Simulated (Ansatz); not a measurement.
# CuO: the cost of one run

Computed with Ansatz 0.2.0 (DFT PBE, scalar-relativistic, plane waves, PAW, unless a step's input says otherwise).

2 further runs of the same task are left out: 1 that didn't finish, 1 set aside as unsound or not needed.

## 1. Starting point

Symmetry: R-3m, No. 166, trigonal system. Conventional cell: a = 2.927 Å, b = 2.927 Å, c = 7.233 Å, α = 90.00°, β = 90.00°, γ = 120.00°. Around Cu (site symmetry -3m) lie 6 O at 2.08 Å. Around O (site symmetry -3m) lie 6 Cu at 2.08 Å.

As a file:

```cif
data_structure
_symmetry_space_group_name_H-M 'R-3m:H'
_symmetry_Int_Tables_number 166
_cell_length_a 2.9268
_cell_length_b 2.9268
_cell_length_c 7.2333
_cell_angle_alpha 90.000
_cell_angle_beta 90.000
_cell_angle_gamma 120.000
_cell_volume 53.66
loop_
_atom_site_label
_atom_site_type_symbol
_atom_site_symmetry_multiplicity
_atom_site_Wyckoff_symbol
_atom_site_fract_x
_atom_site_fract_y
_atom_site_fract_z
_atom_site_occupancy
Cu1 Cu 3 b 0.66667 0.33333 0.83333 1
O1 O 3 a 0.00000 0.00000 0.00000 1
```

Recipe of the guess: close-packed anion layers stacked A|B, with sites between them filled layer by layer (R-3m, No. 166). Its size is a rough estimate.

## 2. The guess as it stands, on a coarse mesh

input.yaml reads:

```yaml
crystal:
  lattice:
    - [1.46340992, 0.84490011, 2.41109901]
    - [-1.46340992, 0.84490011, 2.41109901]
    - [0.0, -1.68980023, 2.41109901]
  atoms:
    - { symbol: Cu, position: [0.5, 0.5, 0.5], spin: 1.0 }
    - { symbol: O, position: [0.0, 0.0, 0.0] }
basis:
  ecutwfc: 420
kpoints:
  mp_grid: { grid: [9, 9, 9] }
hamiltonian:
  xc: pbe
scf:
  occupations: { method: gaussian, width: 0.1 }
  lower_state_search: "off"
output:
  forces: true
  stress: true
  eigenvalues: true
  populations: true
magnetization:
  spin_polarized: true
```

Started as:

```bash
ansatz run input.yaml --threads 1 --pin off --max-ram 2048MiB --backend cpu --events-out ev --progress --plain --runs-dir out
```

**Question.** How long does this run take on 1 thread of Arm Neoverse V1, shared host, and how much memory does it need?

About 8.1 s, with a peak of 0.3 GiB.
